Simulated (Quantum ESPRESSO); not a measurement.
# TeH2 in Quantum ESPRESSO: settings compared, part 3 of 3

Quantum ESPRESSO 7.5. The steps go on from the part before.

### 4 Real-space fields, BLYP+D3(BJ)

Input file pw.in:

```
&CONTROL
  calculation = 'scf'
  prefix = 'pwscf'
  outdir = './tmp'
  pseudo_dir = './pseudo'
  tprnfor = .true.
  disk_io = 'low'
/
&SYSTEM
  ibrav = 0
  celldm(1) = 8
  nat = 3
  ntyp = 2
  ecutwfc = 40
  ecutrho = 240
  nbnd = 9
  input_dft = 'blyp'
  occupations = 'fixed'
  vdw_corr = 'grimme-d3'
  dftd3_version = 4
  assume_isolated = 'mt'
/
&ELECTRONS
  conv_thr = 6d-10
  electron_maxstep = 120
  mixing_beta = 0.5
/
ATOMIC_SPECIES
Te   127.6000 Te.GGA_PBE-JTH.UPF
H      1.0080 H.GGA_PBE-JTH.UPF
CELL_PARAMETERS alat
  2.5983734213604   0.0000000000000   0.0000000000000
  0.0000000000000   2.5983734213604   0.0000000000000
  0.0000000000000   0.0000000000000   2.3621576557822
ATOMIC_POSITIONS crystal
Te     0.5657545500    0.4415863600    0.5429100000
H      0.5360000000    0.5891500000    0.5436200000
H      0.4366090900    0.4146681800    0.4631800000
K_POINTS gamma
```

Input file pp_density.in:

```
&INPUTPP
  prefix = 'pwscf'
  outdir = './tmp'
  filplot = 'density.dat'
  plot_num = 0
/
&PLOT
  nfile = 1
  filepp(1) = 'density.dat'
  iflag = 3
  output_format = 6
  fileout = 'density.cube'
/
```

Input file pp_potential.in:

```
&INPUTPP
  prefix = 'pwscf'
  outdir = './tmp'
  filplot = 'potential.dat'
  plot_num = 11
/
&PLOT
  nfile = 1
  filepp(1) = 'potential.dat'
  iflag = 3
  output_format = 6
  fileout = 'potential.cube'
/
```

Input file pp_potential_ks.in:

```
&INPUTPP
  prefix = 'pwscf'
  outdir = './tmp'
  filplot = 'potential_ks.dat'
  plot_num = 1
/
&PLOT
  nfile = 1
  filepp(1) = 'potential_ks.dat'
  iflag = 3
  output_format = 6
  fileout = 'potential_ks.cube'
/
```

Potentials or basis: JTH 2.0 PBE.

Launch:

```bash
$ OMP_NUM_THREADS=1 pw.x -in pw.in > pw.out
$ OMP_NUM_THREADS=1 pp.x -in pp_density.in > pp_density.out
$ OMP_NUM_THREADS=1 pp.x -in pp_potential.in > pp_potential.out
$ OMP_NUM_THREADS=1 pp.x -in pp_potential_ks.in > pp_potential_ks.out
```

pw.out:

```text
This program is part of the open-source Quantum ESPRESSO suite
     for quantum simulation of materials; please cite
         "P. Giannozzi et al., J. Phys.:Condens. Matter 21 395502 (2009);
         "P. Giannozzi et al., J. Phys.:Condens. Matter 29 465901 (2017);
         "P. Giannozzi et al., J. Chem. Phys. 152 154105 (2020);
     in publications or presentations arising from this work. More details at

     file Te.GGA_PBE-JTH.UPF: wavefunction(s)  0S 0P renormalized
     file H.GGA_PBE-JTH.UPF: wavefunction(s)  1S 0S 0P renormalized

     IMPORTANT: XC functional enforced from input :
     Exchange-correlation= BLYP
                           (   1   3   1   3   0   0   0)
     Any further DFT definition will be discarded
     Please, verify this is what you really want

     gamma-point specific algorithms are used

     G-vector sticks info
     --------------------
     sticks:   dense  smooth     PW     G-vecs:    dense   smooth      PW
     Sum        8269    5497   1369               512777   279157   34879

     Using Slab Decomposition

     bravais-lattice index     =            0
     lattice parameter (alat)  =       8.0000  a.u.
     unit-cell volume          =    8165.4847 (a.u.)^3
     number of atoms/cell      =            3
     number of atomic types    =            2
     number of electrons       =         8.00
     number of Kohn-Sham states=            9
     kinetic-energy cutoff     =      40.0000  Ry
     charge density cutoff     =     240.0000  Ry
     scf convergence threshold =      6.0E-10
     mixing beta               =       0.5000
     number of iterations used =            8  plain     mixing
     Exchange-correlation= BLYP
                           (   1   3   1   3   0   0   0)
     Assuming isolated system, Martyna-Tuckerman method

     celldm(1)=   8.000000  celldm(2)=   0.000000  celldm(3)=   0.000000
[... 66 lines left out ...]

         Molecular C6 ( Ry / a.u.^6 ) =      1147.79

     number of k points=     1
                       cart. coord. in units 2pi/alat
        k(    1) = (   0.0000000   0.0000000   0.0000000), wk =   2.0000000

     Dense  grid:   256389 G-vectors     FFT dimensions: ( 108, 108,  96)

     Smooth grid:   139579 G-vectors     FFT dimensions: (  90,  90,  80)

     Initial potential from superposition of free atoms

     starting charge       7.9998, renormalised to       8.0000

     negative rho (up, down):  5.204E-03 0.000E+00
     Starting wfcs are   18 randomized atomic wfcs

     Self-consistent Calculation

     iteration #  1     ecut=    40.00 Ry     beta= 0.50
     Davidson diagonalization with overlap
     ethr =  1.00E-02,  avg # of iterations =  8.0

     negative rho (up, down):  6.159E-03 0.000E+00
[... 67 lines left out ...]
     iteration #  9     ecut=    40.00 Ry     beta= 0.50
     Davidson diagonalization with overlap
     ethr =  1.66E-10,  avg # of iterations =  2.0

     negative rho (up, down):  7.532E-03 0.000E+00

     End of self-consistent calculation

          k = 0.0000 0.0000 0.0000 ( 17440 PWs)   bands (ev):

   -16.0101  -9.4981  -8.1731  -5.3637  -1.5000  -1.1317   0.2771   0.7841
     0.8233

     highest occupied, lowest unoccupied level (ev):    -5.3637   -1.5000

!    total energy              =    -366.16261149 Ry
     total all-electron energy =      -366.162611 Ry
     estimated scf accuracy    <          2.2E-10 Ry

     The total energy is the sum of the following terms:
     one-electron contribution =     -42.76819526 Ry
     hartree contribution      =      22.30553649 Ry
     xc contribution           =      -8.50147520 Ry
     ewald contribution        =       8.12032747 Ry
     DFT-D3 Dispersion         =      -0.00488266 Ry
     one-center paw contrib.   =    -345.31392233 Ry

     convergence has been achieved in   9 iterations

     negative rho (up, down):  7.532E-03 0.000E+00

     Forces acting on atoms (cartesian axes, Ry/au):

     atom    1 type  1   force =     0.02079634   -0.01572969    0.00943150
     atom    2 type  2   force =    -0.00420625    0.01867254   -0.00016522
     atom    3 type  2   force =    -0.01659009   -0.00294284   -0.00926627

     Total force =     0.038794     Total SCF correction =     0.000005

=------------------------------------------------------------------------------=
   JOB DONE.
=------------------------------------------------------------------------------=
```

pp_density.out:

```text
This program is part of the open-source Quantum ESPRESSO suite
     for quantum simulation of materials; please cite
         "P. Giannozzi et al., J. Phys.:Condens. Matter 21 395502 (2009);
         "P. Giannozzi et al., J. Phys.:Condens. Matter 29 465901 (2017);
         "P. Giannozzi et al., J. Chem. Phys. 152 154105 (2020);
     in publications or presentations arising from this work. More details at

     file Te.GGA_PBE-JTH.UPF: wavefunction(s)  0S 0P renormalized
     file H.GGA_PBE-JTH.UPF: wavefunction(s)  1S 0S 0P renormalized

     IMPORTANT: XC functional enforced from input :
     Exchange-correlation= BLYP
                           (   1   3   1   3   0   0   0)
     Any further DFT definition will be discarded
     Please, verify this is what you really want

     G-vector sticks info
     --------------------
     sticks:   dense  smooth     PW     G-vecs:    dense   smooth      PW
     Sum        8269    5497   1369               512777   279157   34879

     Using Slab Decomposition

     negative rho (up, down):  7.532E-03 0.000E+00

     Calling punch_plot, plot_num =   0
     Writing data to file  density.dat
     Reading data from file  density.dat

     Writing data to be plotted to file density.cube
     Plot Type: 3D                     Output format: Gaussian cube

=------------------------------------------------------------------------------=
   JOB DONE.
=------------------------------------------------------------------------------=
```

It took 23 s on 1 thread of Arm Neoverse V1, shared host; peak memory 0.36 GiB.

What came out:

| Quantity | Value |
| --- | --- |
| Free energy | -4981.8961 eV |
| Largest force | 0.713 eV/Å |
| Gap between the frontier levels | 3.86 eV |
| Dipole moment | 0.04 D |

Forces in eV/Å, atoms in the order of the input:
```
Te   0.535 -0.404  0.242
H   -0.108  0.480 -0.004
H   -0.427 -0.076 -0.238
```

Caveat: the potentials were made for another functional, which shifts forces and pressure; this is a molecule in a periodic box, so the gap is that between its Kohn-Sham HOMO and LUMO and the box isn't a crystal; spin-orbit coupling is left out, which moves the levels of the heavy elements.

### 5 Summary

| level | potentials or basis | spin | fixed moment (μB) | cutoff (eV) | smearing | form of the LDA correlation | mixing beta | other keys | gap on the mesh (eV) | largest force (eV/Å) |
| --- | --- | --- | --- | --- | --- | --- | --- | --- | --- | --- |
| LDA | PseudoDojo 0.4.1 SR LDA stringent | collinear, ferromagnetic start | 0 | 1170 | gaussian 0.01 eV | PW92 | 0.3 | - | - | 0.25 |
| RPBE+D3(BJ) | GBRV 1.5 PBE | off | - | 612 | fermi-dirac 0.01 eV | - | 0.05 | mixing_beta = 0.05 | 3.90 | 0.72 |
| BLYP+D3(BJ) | JTH 2.0 PBE | off | - | 544 | fixed | - | 0.5 | - | 3.86 | 0.71 |

Alike in all rows: task real-space fields; cell as given; k mesh 1 × 1 × 1.

Caveats: the potentials were made for another functional, which shifts forces and pressure (some runs); this is a molecule in a periodic box, so the gap is that between its Kohn-Sham HOMO and LUMO and the box isn't a crystal (some runs); spin-orbit coupling is left out, which moves the levels of the heavy elements (some runs); the total moment is fixed, so each spin has its own Fermi level (some runs).

Absolute energies hang on the potentials; compare differences alone.
